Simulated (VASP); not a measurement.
Crystal: HgSe.

```xyz
2
Lattice="0.0000 3.0728 3.0728 3.0728 0.0000 3.0728 3.0728 3.0728 0.0000" Properties=species:S:1:pos:R:3 pbc="T T T"
Hg    0.0000    0.0000    0.0000
Se    1.5364    1.5364    1.5364
```

Base run:

| Property | Result |
| --- | --- |
| Program | VASP 6.6.1 |
| Functional | r2SCAN |
| Potentials or basis | VASP PAW PBE potentials, release 64 (Hg, Se) |
| Cutoff | 520 eV |
| k mesh | 10 × 10 × 10 |
| Occupations | gaussian, width 0.03 eV |
| Spin | no spin polarisation |

Its results: pressure 1.2 GPa.

Task: After a change of settings the same cell gave: pressure -1.7 GPa. Which change was it?
A. functional from r2SCAN to PBE
B. functional from r2SCAN to PBE; further incar settings from ALGO = Normal; EDIFF = 1e-06; NBANDS = 16 to ALGO = Normal; EDIFF = 1e-06; NBANDS = 57
C. functional from r2SCAN to LDA; potentials or basis from VASP PAW PBE potentials, release 64 (Hg, Se) to VASP PAW LDA potentials, release 64 (Hg, Se)

Result: C.

Caveats: the PAW data sets were made with another functional, which shifts forces and pressure a little (some runs).
